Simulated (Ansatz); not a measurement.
# FeO (R-3m) in Ansatz: a series of runs, part 2 of 2

Ansatz 0.2.0. The steps go on from the part before.

**4. Single point, PBE+U, collinear spin, random start**

input.yaml

```yaml
crystal:
  lattice:
    - [1.51768211, 0.87623418, 2.51579458]
    - [-1.51768211, 0.87623418, 2.51579458]
    - [0.0, -1.75246835, 2.51579458]
  atoms:
    - { symbol: Fe, position: [0.0, 0.0, 0.0], spin: 1.56 }
    - { symbol: O, position: [0.5, 0.5, 0.5] }
hamiltonian:
  xc: pbe
  pseudopotentials: { kind: paw }
  hubbard: { sites: [{ species: Fe, l: d, u_eff: 5.0 }] }
magnetization:
  spin_polarized: true
kpoints:
  mp_grid: { grid: [8, 8, 8] }
scf:
  occupations: { method: gaussian, width: 0.05 }
output:
  forces: true
  stress: true
  eigenvalues: true
```

Potentials or basis: Ansatz PAW.

On the command line:

```sh
ansatz run input.yaml --threads 2 --pin off --max-ram 5632MiB --backend cpu --events-out ev --progress --plain --runs-dir out
```

Output:

```text
Warning: RAYON_NUM_THREADS=2 ignored (pool sized by the plan → 2); use --threads N
Fe: projections on atomic orbitals take those of the free atom [Ne] 3s2 3p6 3d6 4s2, of charge +0.00 (hamiltonian.pseudopotentials.projection_atoms); the dataset's partial waves leave at most 1.1e-6 of an orbital's norm unspanned inside its sphere
O: projections on atomic orbitals take those of the free atom [He] 2s2 2p4, of charge +0.00 (hamiltonian.pseudopotentials.projection_atoms); the dataset's partial waves leave at most 1.9e-8 of an orbital's norm unspanned inside its sphere
Engine: ansatz 0.2.0, aarch64-unknown-linux-gnu
Pseudopotentials: kind: paw
Pseudopotential: Fe, paw, valence charge 16, recommended cutoff 420 eV (normal), Fe.paw.azcp
Pseudopotential: O, paw, valence charge 6, recommended cutoff 420 eV (normal), O.paw.azcp
Functional definition: PBE
  parameter kappa = 0.804
  parameter beta = 0.06672455060314922
  exchange = pbe_x(kappa = kappa, mu = beta*pi^2/3)
  correlation = pbe_c(beta = beta)
Crystal: 2 atoms, lattice volume = 20.074 Å³
Basis set: ecut = 420 eV, 399 PW (Γ), exchange–correlation on 48×48×48 points (8 copies of the dense FFT grid, shifted against one another)
Bands: 16, of which v1, the nominal top of the filled ones, is band 11 counted from 1 (10 counted from 0)
Symmetry: 12 space group operations
Space group: R-3m (ITA 166), of the structure as read, at distance tolerance 2.7e-5 Å
Magnetic group: BNS 166.97 (UNI 1327), of the structure as read, at distance tolerance 2.7e-5 Å
k-points: 65 of 512
Non-local potential: Fe, projectors of the file, l = 0: 3, l = 1: 2, l = 2: 3, l = 3: 1
Non-local potential: O, projectors of the file, l = 0: 2, l = 1: 2, l = 2: 1
PAW form: soft (Blöchl's): semilocal exchange-correlation on the pseudo side does not see the compensation charge
PAW one-centre angular grid: Fe, 590 points (default); XC on 64 Gauss nodes
PAW one-centre angular grid: O, 110 points (default); XC on 64 Gauss nodes
Initial density: superposition of atomic densities (chi_scale 0.1, normalization cell, long waves kept (reshape's long-wave potential 0.00 eV rms))
Starting moments: Σ|m| = 1.56 μB on 1 of 2 sites
Initial wavefunctions: pseudopotential atomic-orbital guess
Functional: x = pbe(κ = 0.804, μ = 0.2195149727645171), c = pbe(β = 0.06672455060314922)
SCF iter   1: F=—  HF=-5044.867201 eV  |F-HF|=—  |Δ(HF+E_count)|=         —  Δρ=2.28e-1 (↑2.28e-1 ↓1.89e-1)  dr2=3.26e1  dr2_m=1.88e-1  M=1.836 μB ∫|m|=1.836 μB  β_m=1.00  ethr=3.10e-3  ⟨swp⟩=4.0  Hψ=8809  notcnv=0
[... 51 lines left out ...]
SCF iter   2: F=—  HF=-5045.807638 eV  |F-HF|=—  |Δ(HF+E_count)|=   5.72e-6  Δρ=1.65e-4 (↑1.65e-4 ↓9.91e-5)  dr2=4.64e-6  dr2_m=3.06e-7  M=4.000 μB ∫|m|=4.005 μB  ethr=4.55e-6  ⟨swp⟩=1.0  Hψ=37459  notcnv=0
SCF iter   3: F=-5045.807643 eV  HF=-5045.807643 eV  |F-HF|=2.03e-8  |Δ(HF+E_count)|=   4.64e-6  Δρ=1.11e-5 (↑1.11e-5 ↓7.72e-6)  dr2=2.97e-8  dr2_m=3.76e-9  M=4.000 μB ∫|m|=4.005 μB  ethr=4.55e-10  ⟨swp⟩=2.0  Hψ=24411  notcnv=0
an SCF along what the orbitals of the run's state read of its open shells (or to have them read: on a GPU, or by another smearing), with 10 of the crystal's symmetry operations given up (260 k-points in place of 65), reached no lower state that the run goes on to. This is no proof of a minimum
SCF converged after 2 iterations
Stability not told: the SCF's own minimisation came to no verdict on its close; the lowest value that the minimisation read is 2.5e-2 (residual 3.9e-4): no lower mode is shown, and none is ruled out
Magnetization: 4.0000 μB (13.0000 up, 9.0000 down)
Absolute magnetization: 4.0043 μB (∫|ρ↑−ρ↓|, with the PAW one-centre terms)
Spin contamination: 0.0051 ħ² per cell (⟨S²⟩ above its minimum at these occupations)
Per-site moments (μB) at R_I (Å): [(3.4971998671583564, 0.8898391749306156), (0.18574399545190365, 0.8898391749306156)]
Free energy (F): -5045.807644 eV
Harris-Foulkes:  -5045.807644 eV  (|F-HF|=8.70e-10)
Internal energy: -5045.807644 eV  (E = F + TS)
E sigma→0 (E₀):  -5045.807644 eV
Fermi energy:    14.090431 eV
--- Per-component energies (eV) ---
  E_band       = -279.837747
  E_kinetic    = 515.270358
  E_local      = -2604.231210  (includes V_loc(G=0)·N_el)
  E_nonlocal   = 281.582054
  E_hartree    = 1062.948755
  E_xc         = -188.113887
  E_vxc        = -241.195967  (∫ρ·V_xc dr)
  E_hubbard    = 0.727116  (on-site DFT+U / exact-exchange correction)
  E_vhub       = -14.162674  (the Hubbard potential's part of the band-sum identity)
  E_paw        = -1530.541115  (= ΣΔE_a)
  E_vpaw       = -343.001195  (= ΣTr[D̂ρ^β])
  E_aug_tail   = 0.003362  (compensation charges beyond the density's cutoff)
  E_ewald      = -2583.453077
  E_smearing   = -0.000000  (= −TS)
  E_closure    = -0.000000  (closes the sum)
  Σ components = -5045.807644   (vs F -5045.807644, Δ=0.00e0)
--- Forces (eV/Å), atoms counted from 1 ---
  atom   1  Fe     0.00000000     0.00000000     0.00000000
  atom   2  O      0.00000000     0.00000000     0.00000000
  max |Σ_I F_I| component: 0.00e0 eV/Å
--- Stress (GPa, compression-positive) ---
       16.285889       0.000000       0.000000
        0.000000       9.088535       1.316385
        0.000000       1.316598      13.776467
  P = ⅓ Tr σ = 13.0503 GPa (130.503 kbar)
--- Band table (eV; the first three rows and the last of 300) ---
  k-point 0 ↑: bands = ["-75.4285", "-42.1483", "-41.8456", "-40.3552", "-5.8319", "7.4895", "7.5424", "8.3445", "8.4432", "9.1959", "11.0855", "11.1622", "11.1960", "14.6282", "29.6379", "31.0599"]
  k-point 1 ↑: bands = ["-75.4279", "-42.1492", "-41.8467", "-40.3635", "-5.6688", "7.3439", "7.4054", "8.2053", "8.3164", "8.6944", "10.6658", "11.5501", "11.6341", "15.7252", "27.7566", "30.6115"]
  k-point 2 ↑: bands = ["-75.4269", "-42.1515", "-41.8493", "-40.3836", "-5.2472", "6.8267", "6.9217", "7.2402", "8.3109", "8.4054", "10.6171", "12.4176", "12.4685", "17.4763", "25.1717", "28.9011"]
  k-point 149 ↓: bands = ["-71.1289", "-37.5842", "-37.4419", "-36.8167", "-4.2966", "6.8723", "9.7080", "10.2163", "12.7261", "17.1744", "17.2942", "18.9929", "19.2432", "19.2951", "24.1605", "28.1062"]
Occupation matrices written to <dir>
```

It took 63 s on 2 threads of Arm Neoverse V1, shared host; peak memory 0.73 GiB.

Results:

```
Free energy            : -5045.8076 eV
Pressure               : 13.1 GPa
Band gap on the k mesh : 1.08 eV, indirect (least direct gap 3.09 eV)
Net moment             : 4.00 μB per cell
Absolute moment        : 4.00 μB per cell
Site moments           : Fe +3.50; O +0.19 μB
```

Eigenvalues of the final occupation matrices:
```tsv
site	spin	trace	eigenvalues
site 1	1	4.99	1.00 1.00 1.00 1.00 1.00
site 1	2	1.26	0.04 0.04 0.10 0.10 0.98
```

Caveat: the magnetic or orbital state may not be the lowest; the pressure holds a Pulay correction of +0.7 GPa for the finite cutoff; a cell with one magnetic atom can't hold antiferromagnetic order, which such compounds often take.

**5. Overview**

| level | spin | U | fixed moment (μB) | cutoff (eV) | gap on the mesh (eV) | pressure (GPa) | moment (μB) |
| --- | --- | --- | --- | --- | --- | --- | --- |
| PBE+U | collinear, ferromagnetic start | Fe d U = 5 eV | 4 | 420 | - | 13.1 | 4.00 |
| r2SCAN+U | collinear, ferromagnetic start | Fe d U = 2 eV | - | 500 | 0.66 | 2.5 | 4.00 |
| PBE+U | collinear, random start | Fe d U = 5 eV | - | 420 | 1.08 | 13.1 | 4.00 |

Alike in all rows: task single point; potentials or basis Ansatz PAW; cell as given; k mesh 8 × 8 × 8; smearing gaussian 0.05 eV.

The pressure there spans 2.5 GPa (r2SCAN+U) to 13.1 GPa (PBE+U); a positive pressure means that this level wants a larger cell, a negative one a smaller.

Caveats: the magnetic or orbital state may not be the lowest; a cell with one magnetic atom can't hold antiferromagnetic order, which such compounds often take; the total moment is fixed, so each spin has its own Fermi level (some runs); the thresholds are loose for stress (some runs); the PAW data sets come from PBE, with cores solved anew for the run's functional, which leaves a small shift of forces and pressure (some runs).

Total energies depend on the potentials used, so only differences within one code and one set of settings carry meaning.
